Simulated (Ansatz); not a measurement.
The parent structure is CdTe in the zinc blende structure (space group F-43m, No. 216; a = 6.6180 Å).

(Cell as relaxed with PBE.)

Levels (all Ansatz, an electronic-structure program, PAW): PBE (420 eV, without spin-orbit coupling); r2SCAN (500 eV, no spin-orbit coupling).

Each level relaxes its own structure.

```json
[
 {"base": "volume per atom", "PBE": "36.23 Å³", "r2SCAN": "35.25 Å³"},
 {"base": "lattice parameter a", "PBE": "6.618 Å", "r2SCAN": "6.558 Å"},
 {"base": "band gap", "PBE": "0.59 eV", "r2SCAN": "1.17 eV"}
]
```

It is then changed as follows: a fraction x = 0.5 of the Te sites is given to I, ordered in a cell of 8 atoms (starting symmetry Pmn2_1) and fully relaxed.

```csv
quantity,PBE,r2SCAN
mixing energy (to 0.01 eV only: unlike meshes or grids) (against an end that may be hypothetical),+0.03 eV/atom,?
shortest interatomic distance,2.864 Å,?
deviation of the volume from the linear (Vegard-type) interpolation,-2.4 %,?
```

Q: What does r2SCAN give?

A: 
- mixing energy (to 0.01 eV only: unlike meshes or grids) (against an end that may be hypothetical), r2SCAN: +0.02 eV/atom
- shortest interatomic distance, r2SCAN: 2.819 Å
- deviation of the volume from the linear (Vegard-type) interpolation, r2SCAN: -6.9 %

PBE's shortest interatomic distance lies 0.0456 Å above r2SCAN's (1.6 %); PBE's deviation of the volume from the linear lies 4.43 % above r2SCAN's. The two levels end in clearly different cell shapes (a soft spacing or a collapse), which may drive these differences. Neither level is exact; r2SCAN is the comparison here, not a measurement.

Each cell is one ordered arrangement of few atoms, which overstates ordering effects compared with a random alloy. Spin-orbit coupling, missing from the scalar runs, can matter with Te. Stability against distortions was not tested. All final runs are without spin polarisation. An odd electron count without spin: CdI.
